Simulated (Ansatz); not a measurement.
BeO:
```
CELL_PARAMETERS angstrom
      2.71175     0.00000     0.00000
     -1.35588     2.34845     0.00000
      0.00000     0.00000     4.40444
ATOMIC_POSITIONS crystal
  Be 0.66667 0.33333 0.00011
  Be 0.33333 0.66667 0.50011
  O  0.66667 0.33333 0.37789
  O  0.33333 0.66667 0.87789
```

x, y and z are the axes in which the lattice vectors are written.

Task: Give the high-frequency dielectric tensor and the Born effective charge tensors of the independent atoms from DFPT, the program Ansatz at the PBE level (PAW).

Result: 
ε∞:
```
3.08  0.00  0.00
0.00  3.08  0.00
0.00  0.00  3.14
```
Z* of atom 1 (Be), rows: field, columns: displacement, in e:
```
1.80  0.00  0.00
0.00  1.80  0.00
0.00  0.00  1.86
```
Z* of atom 3 (O), rows: field, columns: displacement, in e:
```
-1.80   0.00   0.00
 0.00  -1.80   0.00
 0.00   0.00  -1.86
```

Static charges for comparison (Bader): Be1 +1.73, O3 -1.73 e. Born charges measure polarisation by displacement and can exceed these by far.

Space group P6_3mc (wurtzite). Symmetry was held in the PBE relaxation.

Potentials: the later of the program's two PAW sets.
